## How the gap of CdS follows its volume

If the absorption edge of a piece of zincblende CdS is to show how hard the piece is being squeezed, the scale of the gauge has to be marked either in pressure or in volume. The choice matters. A single coefficient per gigapascal, taken at rest, drifts away from the computed shift as the pressure grows, while a single coefficient per unit of volume serves well over the whole range below.

Zincblende CdS at several volumes, from uniform strain of the r2SCAN-relaxed cell, computed with Ansatz 0.2.0 using the r2SCAN functional, PAW potentials, a 500 eV plane-wave cutoff and an 8×8×8 k mesh, without spin polarisation or spin–orbit coupling. Gaps are the smallest found over the mesh and the named k points.

| volume (Å³/atom) | shortest distance (Å) | band gap (eV) | least direct gap (eV) |
| --- | --- | --- | --- |
| 21.151 | 2.395 | 1.928 | 1.928 |
| 24.266 | 2.507 | 1.645 | 1.645 |
| 24.697 | 2.522 | 1.606 | 1.606 |
| 25.392 | 2.545 | 1.543 | 1.543 |
| 26.161 | 2.571 | 1.473 | 1.473 |
| 28.480 | 2.645 | 1.269 | 1.269 |
| 29.960 | 2.690 | 1.145 | 1.145 |

The gap falls at every step from the smallest volume to the largest. The crystal at rest is the fourth row, at 25.392 Å³/atom, where the pressure of the calculation is practically zero. The rows above it are compressed and those below it are under tension. The two gap columns agree because both band edges stay at Γ, the point where every unit cell of the crystal carries the same phase.

No row breaks the trend. The small drop of 0.039 eV between the second and third rows belongs to an equally small step in volume. The first row is special in another way: it needs 16.6 GPa, and real CdS turns into the rocksalt structure at a few gigapascals. That row describes zincblende held in its shape by symmetry, which is useful for seeing the trend but is no forecast for a sample at that pressure.

### Why squeezing opens the gap

Squeezing a crystal makes its bands broader, and broader bands might seem bound to eat into the gap between them. That holds when the two edges facing each other are pushed towards each other by the growing coupling. In CdS at Γ the coupling pushes them apart, and the reason lies in what kind of state each edge is.

At Γ each atom sees its four neighbours in phase. In a tetrahedral surrounding the contributions of an s orbital on one atom and the p orbitals on its neighbours then cancel, so among the s and p orbitals s mixes only with s and p only with p. The s orbitals of Cd and S form a bonding state deep in the valence bands and an antibonding state, which is the conduction edge. The p orbitals form a bonding state, mainly on sulfur, which is the valence top, and an antibonding partner far above it. This assignment is standard theory of tetrahedral semiconductors; the table itself records only the distance between the edges.

The gap thus lies between an antibonding state above and a bonding state below. Shorter bonds mean stronger coupling, which by itself raises the first and lowers the second. The push on the conduction edge is expected to be much the larger. The valence top should move little, and in CdS it may even rise, because the d electrons of cadmium, discussed below, push it the other way.

The same reasoning gives the sign for a related tetrahedral crystal, provided that its conduction edge is the s antibonding state at Γ and its valence top the p bonding state. If the conduction edge lies at another point of the zone, the phases between neighbours differ and the argument has to be made afresh.

### A model with two levels for each edge

Let $V$ be the volume per atom, $d$ the shortest distance and $E_g$ the band gap. Two levels that lie $2\Delta$ apart and are coupled by $W$ move to $\pm\sqrt{\Delta^2+W^2}$ about their mean. With one such pair for s and one for p,

$$E_g=\bar E_s-\bar E_p+\sqrt{\Delta_s^2+W_s^2}+\sqrt{\Delta_p^2+W_p^2}.$$

Two limits show how this behaves. With the atoms far apart both couplings vanish, and the gap becomes the distance between the s level of Cd and the p level of S. With very strong coupling the square roots reduce to $W_s$ and $W_p$, and the gap grows as fast as the couplings do. CdS lies between these limits.

In Harrison's universal scheme the couplings follow $W=A\,\hbar^2/(m d^2)$, where $m$ is the electron mass and $A$ is about 5.2 for the s pair and 1.3 for the p pair. Since $d$ grows as $V^{1/3}$, each coupling falls as $V^{-2/3}$. The response of the gap to a relative change of volume, called the deformation potential, is then

$$\frac{dE_g}{d\ln V}=-\frac23\left[\frac{W_s^2}{\sqrt{\Delta_s^2+W_s^2}}+\frac{W_p^2}{\sqrt{\Delta_p^2+W_p^2}}\right].$$

For the crystal at rest, $d$ is 2.545 Å and $\hbar^2/m$ is about 7.6 eV Å². Rough atomic levels put $\Delta_s$ near 8.4 eV and $\Delta_p$ near 4 eV. The estimate then runs

$$W_s\approx\frac{5.2\times7.6}{2.545^2}\approx6.1\ \text{eV},\qquad W_p\approx\frac{1.3\times7.6}{2.545^2}\approx1.5\ \text{eV},$$

$$\frac{dE_g}{d\ln V}\approx-\frac23\left[\frac{6.1^2}{\sqrt{8.4^2+6.1^2}}+\frac{1.5^2}{\sqrt{4^2+1.5^2}}\right]\approx-2.7\ \text{eV}.$$

The rows on either side of equilibrium give −2.3 eV. The constants of the model were set without regard to the gaps in the table, so the agreement in rough size lends the picture some support; the sign is built into the formula. Most of the estimate comes from the s pair, that is, from the rise of the conduction edge. The agreement should not be pressed further, because the same model puts the gap itself at about 7 eV, against 1.543 eV in the table. Such a small set of orbitals and rough atomic levels can indicate roughly how strongly the gap responds to bond length near equilibrium, but not how large the gap is.

### Where bond length alone fails

The model also makes a statement about curvature, and here it goes wrong. With weak coupling the shift of the edges varies as $V^{-4/3}$, with strong coupling as $V^{-2/3}$. In both limits, and between them, the deformation potential should grow in size as the crystal is compressed. The calculation shows the opposite: its size is 2.4 eV in the most stretched step and only 2.1 eV in the most compressed one. At the smallest volume the model opens the gap by 0.55 eV, where the table has 0.385 eV. Part of this excess comes from the model's steeper slope at equilibrium, the rest from the wrong curvature.

Either the couplings do not keep to the assumed $1/d^2$ law over this range, or something else opposes the opening and gains weight as the atoms approach. A likely candidate for the second is the filled 4d shell of cadmium, which the model leaves out. In a tetrahedral crystal these d states may mix with the p states of sulfur; since they lie lower, they push the valence top up. This repulsion is known to be present in CdS, and it grows with shortening bonds much faster than the s and p couplings do. Whether it accounts for the whole of the curvature is untested here.

The outcome is a gap that runs nearly straight when plotted against volume. A line through the equilibrium row, with its slope of −0.091 eV per Å³/atom taken from the two neighbouring rows, meets the most compressed row almost exactly. At the most stretched row, which also had no part in setting the slope, it lies 0.02 eV too low. The straightness is convenient and probably reflects a balance of effects that bend the curve in different directions; no law requires it to continue outside this range. The output printed after this text compares the line with the alternatives row by row.

### Why pressure is the poorer scale

Pressure acts on the gap through the volume. If $B$ is the bulk modulus, the resistance to a relative change of volume, then

$$\frac{dE_g}{dP}=-\frac1B\,\frac{dE_g}{d\ln V}.$$

At equilibrium $B$ is about 60 GPa, and the gap opens by 38 meV for each gigapascal. A crystal under compression stiffens, because the electron shells of neighbouring atoms repel each other ever more steeply. Each further gigapascal then buys less change of volume, and so less change of gap.

Between the most stretched and the most compressed step the coefficient per gigapascal drops from 81 to 21 meV, almost by a factor of four. Most of this comes from the bulk modulus, which rises by a factor of 3.3; the weaker deformation potential supplies the rest. The strong bend against pressure is therefore chiefly a matter of mechanics, and only a small part of it belongs to the electronic levels.

For the gauge this means that the shift should be converted to volume first, and from there to pressure with a proper equation of state. Within the few gigapascals that the zincblende form survives, the gain is modest: at the second row the equilibrium coefficient predicts an opening of $0.0383\times3.01\approx0.115$ eV, against 0.102 eV in the calculation. Carried up to the first row, it would give $0.038\times16.6\approx0.63$ eV, far above the calculated 0.385 eV. The conversion holds for uniform squeezing; a film strained only in its plane also has its valence top split.

The zero of the scale has to come from a measurement. The r2SCAN gap at equilibrium lies well below the measured one, which is roughly 2.5 eV. Spin–orbit coupling and the vibrations of the lattice, both absent here, would lower the computed gap further, so the shortfall is due to the functional. The table is best used for the change of the gap from one volume to another. Even that change carries some error: functionals of this kind usually set the 4d shell of cadmium too high and so tend to exaggerate its push on the valence top, which would make the computed opening somewhat too small.

Output of the analysis:

```
Step from the row above:
     row  eV per A3/atom  eV per ln V  meV per GPa  bulk modulus GPa
  24.266        -0.09085        -2.06        20.84             98.82
  24.697        -0.09049       -2.215        31.21             70.98
  25.392        -0.09065        -2.27        35.33             64.25
  26.161        -0.09103       -2.346        41.47             56.57
   28.48        -0.08797       -2.402        55.48              43.3
   29.96        -0.08378       -2.448        80.79             30.29
Against equilibrium:
     row  volume change %  gap change eV  mixing model eV  miss 1/d2 eV  miss ln V eV  miss V eV
  21.151            -16.7          0.385           0.5536       0.06413       0.03706  0.0002821
  24.266           -4.434          0.102           0.1269      0.004422      0.002755  0.0002937
  24.697           -2.737          0.063           0.0758      0.001732      0.001094  0.0001387
  25.392                0              0                0             0             0          0
  26.161            3.029          -0.07         -0.08217      0.001732      0.001094  0.0001387
   28.48            12.16         -0.274          -0.2971       0.01867      0.008942  -0.006536
   29.96            17.99         -0.398          -0.4154       0.03603       0.01594   -0.01699
Deformation potential dEg/dlnV at equilibrium, eV: -2.31
Same from the mixing model, eV: -2.743
Absolute gap of the mixing model at equilibrium, eV: 7.055
Slope in volume at equilibrium, eV per A3/atom: -0.09085
Bulk modulus at equilibrium, GPa: 60.27
Pressure coefficient at equilibrium, meV per GPa: 38.32
Largest over smallest step coefficient per GPa: 3.876
Largest over smallest step bulk modulus: 3.262
Largest over smallest step size per ln V: 1.188
```
